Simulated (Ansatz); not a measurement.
Generalised stacking fault of LiI (rock salt) on the {100} plane. The cell below holds the perfect crystal with the plane normal along z; tilting its third vector by the shift puts one fault into each cell, between planes 3.01 Å apart, at fixed cell height.

```yaml
crystal:
  lattice:
    - [4.25550, 0.00000, 0.00000]
    - [0.00000, 4.25550, 0.00000]
    - [2.12775, 2.12775, 9.02728]
  atoms:
    - { symbol: I, position: [0.00000, 0.00000, 0.83333] }
    - { symbol: I, position: [0.33333, 0.33333, 0.16667] }
    - { symbol: I, position: [0.66667, 0.66667, 0.50000] }
    - { symbol: Li, position: [0.50000, 0.50000, 0.83333] }
    - { symbol: Li, position: [0.83333, 0.83333, 0.16667] }
    - { symbol: Li, position: [0.16667, 0.16667, 0.50000] }
```

In-plane vectors a = (4.256, 0.000) Å, b = (0.000, 4.256) Å, area 18.11 Å². The shift is s times the vector a (length 4.256 Å), so s = 1 restores the start. Atoms relax along the normal only. γ = [E(shift) − E(0)] / area.

Level of theory: r2SCAN (plane waves to 500 eV, PAW, scalar-relativistic; Ansatz, a quantum-chemistry and plane-wave program). k mesh 7×7×7 (Γ-centred), Fermi-Dirac smearing 0.05 eV. Energies are extrapolated to zero smearing. Faults lie only 9.0 Å apart, and holding the cell height raises γ above its relaxed value. LiI was relaxed with its symmetry unable to fall. Spin-orbit coupling is left out, though I is heavy. The zero of γ is zero shift.

```csv
s,γ (mJ/m²)
0.000,0
0.083,26
0.167,98
0.250,188
0.333,270
0.417,withheld
0.500,344
0.583,withheld
0.667,270
0.750,188
0.833,98
0.917,26
```

Problem. Fit a Fourier form (three harmonics of 1 − cos and sin) to the given rows and predict γ at s = 0.417.

Solution. Least squares on the 10 given rows: γ = (172.1)·[1 − cos(2πs)] + (8.0)·[1 − cos(4πs)], in mJ/m²; root-mean-square residual 0.5 mJ/m². At 0.417 the fit gives 325 mJ/m²; the calculation gives 324 mJ/m², so the interpolation is off by 1 (+0.3 %). 

(The slope of γ gives the shear force per area between the displaced halves; near zero shift its curvature is an elastic stiffness.)
